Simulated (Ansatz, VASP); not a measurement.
# Cross-check of HgSb between VASP and Ansatz, part 2 of 2

Wanted: the spread between two codes on one cell, functional and k mesh. The cell is invented: As first built, before any earlier steps moved the atoms (in the runner's words): it takes the LaHg structure with some of its atoms replaced by other elements, volume scaled by an estimate. It may not be a known or stable phase. The cell is taken from a series of VASP runs on this material, whose earlier steps may have relaxed, scaled or displaced it; both programs get it as it stands.

VASP 6.6.1 and Ansatz 0.2.0.

So far. Step 2 (VASP: band structure, PBEsol with D3(BJ)): The run ends at a pressure of -0.01 GPa.

## Step 4: Side by side

Known differences besides the potentials themselves: the data sets hold 35 valence electrons in Ansatz (default PAW (the set named soft_2) files) and 17 in VASP; the cutoff is 420 eV in Ansatz and 400 eV in VASP; Ansatz makes its cores anew for this functional, VASP keeps those of its PBE data sets; VASP leaves aspherical gradient terms in its spheres out (LASPH is not set), Ansatz keeps them. Total energies have different zeros and are not compared.

The two programs side by side:

```tsv
quantity	Ansatz	VASP	difference
pressure (GPa)	-0.16	-0.01	-0.15
```

Levels from 3 eV below to 2 eV above the Fermi level differ by 9 meV r.m.s. and 26 meV at most; each VASP level is matched to the nearest of Ansatz, which flatters the figure a little. Ansatz's pressure holds a Pulay correction of 0.04 GPa; VASP's holds none.

## Step 5: VASP: single point, PBEsol with D3(BJ)

With cell and atoms fixed, the geometry can't cause a difference; cores, projectors, grids and the points listed under the comparison can.

Input file INCAR:

```
SYSTEM = HgSb
PREC = Accurate
ENCUT = 400
EDIFF = 1E-06
NELM = 100
ISMEAR = -1
SIGMA = 0.05
LREAL = .FALSE.
ALGO = Normal
GGA = PS
IVDW = 12
NBANDS = 24
LORBIT = 11
LWAVE = .FALSE.
LCHARG = .FALSE.
LOPTICS = .TRUE.
NEDOS = 1500
CSHIFT = 0.1
```

Input file POSCAR:

```
HgSb
1.0
    3.6045415904      0.0000000000      0.0000000000
    0.0000000000      3.6045415904      0.0000000000
    0.0000000000      0.0000000000      3.6045415904
Hg Sb
1 1
Direct
    0.5000000000      0.5000000000      0.5000000000
    0.0000000000      0.0000000000      0.0000000000
```

Input file KPOINTS:

```
Automatic mesh
0
Gamma
8 8 8
0 0 0
```

The projector-augmented-wave data sets are Hg and Sb (PBE family, release 64).

On the command line:

```
$ mpirun -np 1 vasp_std
```

Numbers of over 12 decimals in the logs are rounded to 6 here.

The log of the run:

```text
[banner, memory and clock lines left out]
running    1 mpi-ranks, on    1 nodes
[...]
[... a notice as in an earlier step ...]

 LDA part: xc-table for (Slater+PW92), standard interpolation
 POSCAR, INCAR and KPOINTS ok, starting setup
[...]
entering main loop
       N       E                     dE             d eps       ncg     rms          rms(c)
DAV:   1     0.897962079394E+02    0.89796E+02   -0.54846E+03  1736   0.475E+02
DAV:   2    -0.191111902827E+01   -0.91707E+02   -0.82304E+02  2016   0.155E+02
DAV:   3    -0.483969990210E+01   -0.29286E+01   -0.29110E+01  2104   0.278E+01
DAV:   4    -0.484879772044E+01   -0.90978E-02   -0.90972E-02  1936   0.176E+00
[...]
DAV:  10    -0.468286961636E+01   -0.49933E-05   -0.13005E-05  2008   0.259E-02    0.825E-03
DAV:  11    -0.468287063914E+01   -0.10228E-05   -0.75587E-07  1640   0.580E-03    0.102E-03
DAV:  12    -0.468287059173E+01    0.47412E-07   -0.45171E-08  1096   0.152E-03
   1 F= -.56855235E+01 E0= -.56788189E+01  d E =-.134090E-01
 optical routines
 imaginary and real dielectric function
 recalculating local potential from charge density
 direction            1
 direction            2
 direction            3
```

From OUTCAR (step 5):

```text
 Edisp (eV)   -1.00265

  Total       0.12494     0.12494     0.12494    -0.00000     0.00000    -0.00000
  in kB       4.27425     4.27425     4.27425    -0.00000     0.00000    -0.00000
  external pressure =        4.27 kB  Pullay stress =        0.00 kB

  FREE ENERGIE OF THE ION-ELECTRON SYSTEM (eV)
  ---------------------------------------------------
  free  energy   TOTEN  =        -5.6855234652 eV

  energy  without entropy=       -5.6721144285  energy(sigma->0) =       -5.67881895

[... 2 parts as in an earlier step ...]

[... 2 further parts left out ...]
[key lines of the parts left out:]
E-fermi :   6.5500
```

The intraband (Drude) part is not in this spectrum.

## Step 6: Ansatz: single point, PBEsol with D3(BJ)

The same cell, functional, mesh and smearing now go to Ansatz, which takes its cutoff from its data sets.

The cell is taken from a series of VASP runs on this material, whose earlier steps may have relaxed, scaled or displaced it; both programs get it as it stands.

Input file input.yaml:

```yaml
crystal:
  lattice:
    - [3.6045415904, 0.0, 0.0]
    - [0.0, 3.6045415904, 0.0]
    - [0.0, 0.0, 3.6045415904]
  atoms:
    - { symbol: Hg, position: [0.5, 0.5, 0.5] }
    - { symbol: Sb, position: [0.0, 0.0, 0.0] }
hamiltonian:
  xc: pbesol
  pseudopotentials: { kind: paw }
  dispersion: d3bj
kpoints:
  mp_grid: { grid: [8, 8, 8] }
scf:
  occupations: { method: fermi_dirac, width: 0.05 }
  n_extra_bands: 4
output:
  forces: true
  stress: true
  eigenvalues: true
  write_density: true
  write_potential: true
  elf: true
  volumetric_format: npy
```

On the command line:

```
$ ansatz run input.yaml --threads 2 --pin off --max-ram 4608MiB --backend cpu --events-out ev --progress --plain --runs-dir out
```

The log of the run:

```text
[...]
Crystal: 2 atoms, lattice volume = 46.833 Å³
Basis set: ecut = 420 eV, 925 PW (Γ), exchange–correlation on 50×50×50 points (8 copies of the dense FFT grid, shifted against one another)
Bands: 22, of which v1, the nominal top of the filled ones, is band 18 counted from 1 (17 counted from 0)
Symmetry: 48 space group operations
[...]
k-points: 35 of 512
[...]
--- Band table (eV; the first three rows and the last of 35) ---
  k-point 0: bands = [... 14 lower, 7.6107, 13.6486, 14.2092, 14.2092, 14.2092, 20.2389, 20.2389, 25.9789]
  k-point 1: bands = [... 14 lower, 7.6128, 11.9400, 14.4790, 14.4790, 15.3962, 20.2439, 21.1821, 24.7283]
  k-point 2: bands = [... 14 lower, 7.6178, 10.0367, 15.2200, 15.2200, 16.3030, 20.2574, 22.0096, 22.8769]
  k-point 34: bands = [... 14 lower, 7.9654, 13.0892, 13.6246, 13.6246, 13.6246, 14.9623, 14.9623, 14.9623]
[key lines of the parts left out:]
SCF converged after 6 iterations
Free energy (F): -20076.654335 eV
Fermi energy:    14.452685 eV
P = ⅓ Tr σ = 0.2537 GPa (2.537 kbar)
```

The job ended after 2.3 s (2 threads of Arm Neoverse V2, shared host; peak memory 0.32 GiB; 3 s of CPU time).

The run ends at a pressure of 0.25 GPa.

## Step 7: Differences

The two programs side by side:

```tsv
quantity	Ansatz	VASP	difference
pressure (GPa)	0.25	0.43	-0.17
```

Ansatz's pressure holds a Pulay correction of 0.04 GPa; VASP's holds none.

## Step 8: Summary of results

| Property | Result |
| --- | --- |
| r.m.s. difference of levels near the Fermi level (band structure, PBEsol with D3(BJ)) | 9.5 meV |
| difference in pressure (single point, PBEsol with D3(BJ)) | -0.17 GPa |

The difference in pressure is -0.17 GPa (single point, PBEsol with D3(BJ)), within the 1 GPa picked in this series as the mark of a large difference. Such differences can come from data sets, numerical settings and the points named under the comparisons, not from the functional's error against experiment.

[Lines on the potential files, build, host, timing and source positions are cut from VASP's logs without a mark.]

[Logs are printed without paths, hosts, clocks, repeated set-up lines and the standing remarks that a program may print on its own settings, such as how far it seeks lower states.]

[Hosts, paths, dates, database ids (printed as entryN), source tags and the programs' standing remarks are cut or masked in the printed files.]
